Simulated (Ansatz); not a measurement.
Method: Ansatz 0.2.0, DFT PBE, scalar-relativistic, plane waves, PAW. Settings: cutoff 420 eV, Γ-centred meshes spaced at most about 0.3 Å⁻¹, and about 0.25 Å⁻¹ or finer for metals (2π included), Gaussian smearing. No spin polarisation.

Temperature and zero-point effects are left out.

Task: Order these relaxed structures of BeTe6 by energy, lowest first, with the energy over the lowest of them.
A. Space group P-42m (No. 111), tetragonal, a = 7.502 Å, c = 4.521 Å. Around Be lie 4 Te at 2.46 Å; Te on a site of symmetry m is surrounded by 1 Be at 2.46 Å and 4 Te at 3.10–3.22 Å; Te on a site of symmetry 222 is surrounded by 4 Te at 3.10 Å.
B. Space group P-4m2 (No. 115), tetragonal, a = 4.434 Å, c = 11.158 Å. Around Be lie 4 Te at 2.53 Å; Te on its first site is surrounded by 2 Be at 2.53 Å and 4 Te at 3.60–3.66 Å; Te on its second site is surrounded by 1 Te at 2.90 Å and 4 Te at 3.14 Å; around Te on its third site lie 5 Te at 3.04–3.14 Å and 2 Te at 3.60 Å.
C. Space group P-62m (No. 189), hexagonal, a = 10.281 Å, c = 3.294 Å. Around Be lie 3 Te at 2.33 Å, 2 Be at 3.29 Å and 3 Te at 3.46 Å; Te on its first site is surrounded by 2 Te at 3.06 Å, 2 Te at 3.29 Å and 1 Be at 3.46 Å; around Te on its second site lie 1 Be at 2.33 Å and 2 Te at 3.06 Å.
D. Space group R-3 (No. 148), trigonal, a = 7.620 Å, c = 13.271 Å. Be is surrounded by 6 Te at 2.58 Å; around Te lie 1 Be at 2.58 Å and 1 Te at 2.88 Å.

Result: A (0 meV/atom), C (40 meV/atom), B (84 meV/atom), D (113 meV/atom). Counting Te atoms around Be (those within 1.25 times the shortest such distance or 1.15 times the sum of covalent radii, 1.27 where that leaves under three): A has Be 4; C has Be 3; B has Be 4; D has Be 6. B holds Te–Te pairs (shortest 2.90 Å); D holds Te–Te pairs (shortest 2.88 Å) (bonds between like non-metal atoms; other contacts aren't counted). All come from invented guesses. Even the lowest of the cells shown lies +0.06 eV/atom against the elements.

The k mesh leaves some 4 meV/atom of noise in the energy of each metallic cell. No dispersion correction is applied, so the spacing and binding between layers, chains or molecules are poorly described (P-62m, P-4m2), and this can change margins and order among such cells. Spin–orbit coupling, which can matter for Te, is left out. Cells relaxed within their symmetry can be saddle points. Some types were kept out of the candidates beforehand, so the set may lack a known form.
